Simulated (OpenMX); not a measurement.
SiC (Moissanite):

```
CELL_PARAMETERS angstrom
3.07600 0.00000 0.00000
-1.53800 2.66389 0.00000
0.00000 0.00000 5.04800
ATOMIC_POSITIONS crystal
Si 0.66667 0.33333 0.50000
Si 0.33333 0.66667 0.00000
C 0.66667 0.33333 0.88500
C 0.33333 0.66667 0.38500
```

Base run:

| Property | Result |
| --- | --- |
| Program | OpenMX 3.8.5 |
| Functional | PBE |
| Dispersion | D4 |
| Potentials or basis | OpenMX 2013 PBE set, Si7.0-s2p2d1, C6.0-s2p2d1, grid cutoff 300 Ry |
| k mesh | 7 × 7 × 5 |
| Occupations | fermi-dirac, width 0.05 eV |
| Spin | no spin polarisation |

Its results: band gap on the k mesh 2.83 eV, indirect (least direct gap 4.28 eV); pressure 1.2 GPa; largest force 0.794 eV/Å.

**Question.** The run is repeated on the same cell with these changes: dispersion from D4 to none. What comes out?

**Answer.** Band gap on the k mesh 2.83 eV, indirect (least direct gap 4.28 eV); pressure 5.4 GPa; largest force 0.808 eV/Å.

Dispersion adds attraction, which lowers the pressure at fixed volume and, as a term added to the energy, leaves the levels alone.

Caveats: an odd mesh through Γ misses points on the zone boundary, where band edges often lie; the basis of atomic orbitals isn't converged, which shifts pressures, moduli and gaps.

Not every run made on this cell is shown here.
